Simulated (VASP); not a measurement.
# InP (F-43m) in VASP: notebook, part 2 of 2

VASP 6.6.1.

## (3) Single point, r2SCAN

POSCAR

```
InP
1.0
    0.0000000000      2.9305000000      2.9305000000
    2.9305000000      0.0000000000      2.9305000000
    2.9305000000      2.9305000000      0.0000000000
In P
1 1
Direct
    0.0000000000      0.0000000000      0.0000000000
    0.2500000000      0.2500000000      0.2500000000
```

INCAR.step1

```
SYSTEM = InP
PREC     = Accurate       ! precision mode
ENCUT    = 550            ! plane-wave cutoff, eV
ISMEAR   = -1             ! smearing method
SIGMA    = 0.02           ! smearing width, eV
LREAL    = .False.        ! projectors in reciprocal space
LASPH    = .True.         ! aspherical terms in the spheres
NELM     = 120            ! most SCF steps
NBANDS   = 16             ! bands
GGA      = PE             ! functional
ALGO     = Normal         ! electronic algorithm
EDIFF    = 1E-5           ! SCF threshold, eV
LWAVE    = .True.         ! write WAVECAR
LCHARG   = .False.        ! write CHGCAR
GGA_COMPAT= .False.
```

INCAR.step2

```
SYSTEM = InP
PREC     = Accurate       ! precision mode
ENCUT    = 550            ! plane-wave cutoff, eV
EDIFF    = 1E-6           ! SCF threshold, eV
ISMEAR   = -1             ! smearing method
SIGMA    = 0.02           ! smearing width, eV
LREAL    = .False.        ! projectors in reciprocal space
LASPH    = .True.         ! aspherical terms in the spheres
NELM     = 120            ! most SCF steps
ALGO     = Normal         ! electronic algorithm
ISIF     = 2              ! what is computed and relaxed
LWAVE    = .False.        ! write WAVECAR
LCHARG   = .False.        ! write CHGCAR
METAGGA  = R2SCAN         ! meta-GGA
LMIXTAU  = .True.       
NBANDS   = 16             ! bands
ISTART   = 1            
GGA_COMPAT= .False.
```

KPOINTS

```
regular mesh
0
Gamma
  8 8 8
  0 0 0
```

Potentials or basis: VASP PAW PBE potentials, release 64 (In_d, P).

On the command line:

```sh
$ cat potpaw_PBE.64/In_d/POTCAR potpaw_PBE.64/P/POTCAR > POTCAR
$ cp INCAR.step1 INCAR
$ mpirun -np 1 vasp_std > vasp.out
$ cp INCAR.step2 INCAR
$ mpirun -np 1 vasp_std > vasp.out
```

OUTCAR:

```text
SYSTEM = InP
   PREC = Accurate
   ENCUT = 550
   EDIFF = 1E-6
   ISMEAR = -1
   LREAL = .False.
   LASPH = .True.
   NELM = 120
   ISIF = 2
   METAGGA = R2SCAN
   ISTART = 1

 ion  position               nearest neighbor table
   1  0.000  0.000  0.000-   2 2.54   2 2.54   2 2.54   2 2.54
   2  0.250  0.250  0.250-   1 2.54   1 2.54   1 2.54   1 2.54

  LATTYP: Found a face centered cubic cell.
 ALAT       =     5.8610000000

  Lattice vectors:

 A1 = (   0.0000000000,   2.9305000000,   2.9305000000)
 A2 = (   2.9305000000,   0.0000000000,   2.9305000000)
 A3 = (   2.9305000000,   2.9305000000,   0.0000000000)

Analysis of symmetry for initial positions (statically):
=====================================================================
 Subroutine PRICEL returns:
 Original cell was already a primitive cell.

 Routine SETGRP: Setting up the symmetry group for a
 face centered cubic supercell.

 Subroutine GETGRP returns: Found 24 space group operations
 (whereof 24 operations were pure point group operations)
 out of a pool of 48 trial point group operations.

The static configuration has the point symmetry T_d .

Analysis of symmetry for dynamics (positions and initial velocities):
=====================================================================
 Subroutine PRICEL returns:
 Original cell was already a primitive cell.

 Routine SETGRP: Setting up the symmetry group for a
 face centered cubic supercell.

 Subroutine GETGRP returns: Found 24 space group operations
 (whereof 24 operations were pure point group operations)
 out of a pool of 48 trial point group operations.

The dynamic configuration has the point symmetry T_d .

 Subroutine INISYM returns: Found 24 space group operations
 (whereof 24 operations are pure point group operations),
 and found     1 'primitive' translations

----------------------------------------------------------------------------------------

                                     Primitive cell

  volume of cell :      50.3333

  direct lattice vectors                    reciprocal lattice vectors
     0.000000000  2.930500000  2.930500000    -0.170619348  0.170619348  0.170619348
     2.930500000  0.000000000  2.930500000     0.170619348 -0.170619348  0.170619348
     2.930500000  2.930500000  0.000000000     0.170619348  0.170619348 -0.170619348

  length of vectors
     4.144352845  4.144352845  4.144352845     0.295521380  0.295521380  0.295521380

  position of ions in fractional coordinates (direct lattice)
     0.000000000  0.000000000  0.000000000
     0.250000000  0.250000000  0.250000000

  ion indices of the primitive-cell ions
   primitive index   ion index
                 1           1
                 2           2

----------------------------------------------------------------------------------------

 KPOINTS: regular mesh

Automatic generation of k-mesh.
 Grid dimensions read from file:
 generate k-points for:    8    8    8

 Generating k-lattice:

  Cartesian coordinates                     Fractional coordinates (reciprocal lattice)
    -0.021327419  0.021327419  0.021327419     0.125000000  0.000000000  0.000000000
     0.021327419 -0.021327419  0.021327419     0.000000000  0.125000000  0.000000000
     0.021327419  0.021327419 -0.021327419     0.000000000  0.000000000  0.125000000

  Length of vectors
     0.036940172  0.036940172  0.036940172

  Shift w.r.t. Gamma in fractional coordinates (k-lattice)
     0.000000000  0.000000000  0.000000000

 Subroutine IBZKPT returns following result:
 ===========================================

 Found     29 irreducible k-points:

 Following reciprocal coordinates:
            Coordinates               Weight
  0.000000  0.000000  0.000000      1.000000
  0.125000  0.000000  0.000000      8.000000
  0.250000  0.000000  0.000000      8.000000
  0.375000  0.000000  0.000000      8.000000
  0.500000  0.000000  0.000000      4.000000
  0.125000  0.125000  0.000000      6.000000
[... 16 lines left out ...]
  0.500000  0.250000  0.125000     48.000000
 -0.375000  0.250000  0.125000     24.000000
 [... further k-points ...]
   k-points           NKPTS =     29   k-points in BZ     NKDIM =     29   number of bands    NBANDS=     16
   number of dos      NEDOS =    301   number of ions     NIONS =      2
   total plane-waves  NPLWV =  32768
   dimension x,y,z NGX =    32 NGY =   32 NGZ =   32
   dimension x,y,z NGXF=    64 NGYF=   64 NGZF=   64
   ions per type =               1   1
   NGX,Y,Z   is equivalent  to a cutoff of  12.84, 12.84, 12.84 a.u.
   NGXF,Y,Z  is equivalent  to a cutoff of  25.67, 25.67, 25.67 a.u.
 SYSTEM =  InP
   PREC   = accura    normal or accurate (medium, high low for compatibility)
   ISTART =      1    job   : 0-new  1-cont  2-samecut
   ICHARG =      0    charge: 1-file 2-atom 10-const
   ISPIN  =      1    spin polarized calculation?
   LNONCOLLINEAR =      F non collinear calculations
   LSORBIT =      F    spin-orbit coupling
   LASPH  =      T    aspherical Exc in radial PAW
   ENCUT  =  550.0 eV  40.42 Ry    6.36 a.u.   7.92  7.92  7.92*2*pi/ulx,y,z
   NELM   =    120;   NELMIN=  2; NELMDL=  0     # of ELM steps
   EDIFF  = 0.1E-05   stopping-criterion for ELM
   LREAL  =      F    real-space projection
[... 7 lines left out ...]
   TEBEG  =    0.0;   TEEND  =   0.0 temperature during run
   PSTRESS=    0.0 pullay stress
   NELECT =      18.0000    total number of electrons
   NUPDOWN=      -1.0000    fix difference up-down
   EMIN   =  10.00;   EMAX   =-10.00  energy-range for DOS
   EFERMI =   0.00;   METHOD = LEGACY
   ISMEAR =    -1;   SIGMA  =   0.02  broadening in eV -4-tet -1-fermi 0-gaus
   EFERMI_NEDOS =   21; number of points for ismear=-14 and -15
   IALGO  =     38    algorithm
   IMIX   =      4    mixing-type and parameters
     AMIX     =   0.40;   BMIX     =  1.00
     AMIX_MAG =   1.60;   BMIX_MAG =  1.00
  volume/ion in A,a.u.               =      25.17       169.83
  Fermi-wavevector in a.u.,A,eV,Ry     =   1.162021  2.195901 18.371846  1.350293
  Thomas-Fermi vector in A             =   2.298587
   LORBIT       =      0    0 simple, 1 ext, 2 COOP (PROOUT), +10 PAW based schemes
   METAGGA = R2SCAN    functional components
   LHFCALC =     F    Hartree Fock is set to
   AEXX    =    0.0000 exact exchange contribution
   IVDW    =     0    specifies the selected vdW correction
   LEPSILON=     F    determine dielectric tensor
   LRPA    =     F    only Hartree local field effects (RPA)
 non-spin polarized calculation
  energy-cutoff  :      550.00
  volume of cell :       50.33
 maximum number of plane-waves:      1490
   NGX = 15   NGY = 15   NGZ = 15

 number of electron      18.0000005 magnetization

 Free energy of the ion-electron system (eV)
  ---------------------------------------------------
  ext. energy  EPLUGINS =         0.00000000
  ---------------------------------------------------
  free energy    TOTEN  =       -32.29201571 eV

  energy without entropy =      -32.29201571  energy(sigma->0) =      -32.29201571

 E-fermi :   5.4465     XC(G=0):  -9.8817

 val. band max:        5.0120116734   @ k =   0.0000   0.0000   0.0000
 cond. band min:       6.1813542893   @ k =   0.0000   0.0000   0.0000
 fundamental gap:      1.1693426159
 Fermi energy:         5.4465434067

 k-point     1 :       0.0000    0.0000    0.0000
  band No.  band energies     occupation
      1      -9.6433      2.00000
      2      -9.6433      2.00000
      3      -9.6433      2.00000
      4      -9.4640      2.00000
      5      -9.4640      2.00000
      6      -6.9883      2.00000
[... 8 lines left out ...]
     15      14.9340      0.00000
     16      14.9340      0.00000

 k-point     2 :       0.1250    0.0000    0.0000
  band No.  band energies     occupation
      1      -9.6653      2.00000
      2      -9.6352      2.00000
      3      -9.6352      2.00000
      4      -9.4638      2.00000
      5      -9.4638      2.00000
      6      -6.7996      2.00000
[... 8 lines left out ...]
     15      14.2791      0.00000
     16      14.9361      0.00000
[... 387 lines left out ...]
      5      -9.4477      2.00000
      6      -5.2036      2.00000
[... 8 lines left out ...]
     15      16.4938      0.00000
     16      17.0262      0.00000

 k-point    24 :      -0.3750    0.2500    0.1250
  band No.  band energies     occupation
      1      -9.7950      2.00000
      2      -9.5879      2.00000
      3      -9.5680      2.00000
      4      -9.4702      2.00000
      5      -9.4504      2.00000
      6      -4.8509      2.00000
[... 8 lines left out ...]
     15      16.3046      0.00000
     16      16.9927      0.00000

 [... further k-points ...]
[... 5 lines left out ...]
  --------------------------------------------------------------------------------------
  -------------------------------------------------------------------------------------
  Total        0.4975979      0.4975979      0.4975979      0.0000000     -0.0000000      0.0000000
  in kB       15.8392243     15.8392243     15.8392243      0.0000000     -0.0000000      0.0000000
  external PRESSURE =      15.8392243 kB  Pullay stress =       0.0000000 kB

 VOLUME and BASIS-vectors are now :
 -----------------------------------------------------------------------------
  energy-cutoff  :      550.00
  volume of cell :       50.33
      direct lattice vectors                 reciprocal lattice vectors
     0.000000000  2.930500000  2.930500000    -0.170619348  0.170619348  0.170619348
     2.930500000  0.000000000  2.930500000     0.170619348 -0.170619348  0.170619348
     2.930500000  2.930500000  0.000000000     0.170619348  0.170619348 -0.170619348

 POSITION                                       TOTAL-FORCE (eV/Angst)
 -----------------------------------------------------------------------------------
      0.00000      0.00000      0.00000         0.000000     -0.000000      0.000000
      1.46525      1.46525      1.46525         0.000000      0.000000     -0.000000
 -----------------------------------------------------------------------------------
    total drift:                               -0.000000     -0.000000      0.000000

  FREE ENERGIE OF THE ION-ELECTRON SYSTEM (eV)
  ---------------------------------------------------
  free  energy   TOTEN  =       -32.2920157103 eV

  energy  without entropy=      -32.2920157103  energy(sigma->0) =      -32.29201571
```

Run time: 68 s. Hardware: 1 thread of AMD EPYC 7R13 (Zen 3), shared host; peak memory 0.16 GiB.

Results:

| Property | Result |
| --- | --- |
| Free energy | -32.2920 eV |
| Pressure | 1.6 GPa |
| Band gap on the k mesh | 1.17 eV, direct |

Caveat: the PAW data sets were made with another functional, which shifts forces and pressure a little; spin-orbit coupling is left out, which moves the levels of the heavy elements.

## (4) How close it comes

Step 2. Measured gap of InP: 1.4236 eV (direct; 1.6 K; a printed reference work, data compilation). This calculation gives 1.17 eV (-0.26 eV). Spin-orbit coupling on In is left out. The value is that of r2SCAN, without temperature or zero-point motion.

Step 3. Measured gap of InP: 1.4236 eV (direct; 1.6 K; a printed reference work, data compilation). This calculation gives 1.17 eV (-0.25 eV). Spin-orbit coupling on In is left out. The value is that of r2SCAN, without temperature or zero-point motion.
